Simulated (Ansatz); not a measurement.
All numbers below come from DFT PBE, scalar-relativistic, plane waves, PAW (Ansatz). All cells share a 420 eV cutoff and Γ-centred k meshes spaced at most about 0.3 Å⁻¹ (about 0.25 or finer for metals, 2π included). No spin polarisation in the final relaxations.

All energies are static (0 K, no zero-point motion). All come from trial cells, and lower structures may exist.

**Question.** Order these relaxed structures of Ge by energy, lowest first, with the energy over the lowest of them.
A.

Space group Pm-3m (No. 221). a = 2.711 Å, b = 2.711 Å, c = 2.711 Å, α = 90.00°, β = 90.00°, γ = 90.00°
| atom | site | symmetry | x | y | z |
| --- | --- | --- | --- | --- | --- |
| Ge | 1b | m-3m | 0.5000 | 0.5000 | 0.5000 |

B.

Space group P6_3/mmc (No. 194). a = 3.899 Å, b = 3.899 Å, c = 6.253 Å, α = 90.00°, β = 90.00°, γ = 120.00°
| atom | site | symmetry | x | y | z |
| --- | --- | --- | --- | --- | --- |
| Ge | 2c | -6m2 | 0.3333 | 0.6667 | 0.2500 |
| Ge | 2a | -3m. | 0.0000 | 0.0000 | 0.5000 |

C.

Space group Fd-3m:1 (No. 227). a = 7.860 Å, b = 7.860 Å, c = 7.860 Å, α = 90.00°, β = 90.00°, γ = 90.00°
```csv
atom,site,symmetry,x,y,z
Ge,16d,.-3m,0.3750,0.8750,0.1250
Ge,8a,-43m,0.2500,0.2500,0.2500
```

**Answer.** A (0 meV/atom), B (18 meV/atom), C (190 meV/atom). Forms: A simple cubic type, Pm-3m; B P6_3/mmc; C Fd-3m. Counting all near atoms (those within 1.25 times the shortest such distance or 1.15 times the sum of covalent radii, 1.27 where that leaves under three; a plus sign parts nearer from farther groups; the shortest distance is added where it exceeds 1.18 times the sum of covalent radii; a slash parts the counts of unlike sites): A has Ge 6; B has Ge 6/6+2; C has Ge 6+6/16 from 3.3 Å.

Cells relaxed within their symmetry can be saddle points. The part of the Crystallography Open Database at hand lists Ge in space groups No. 64, 96, 227; sharing a group (Fd-3m) doesn't make a cell the listed structure. Some candidate types were left out of the draw beforehand, so a known form may be missing.
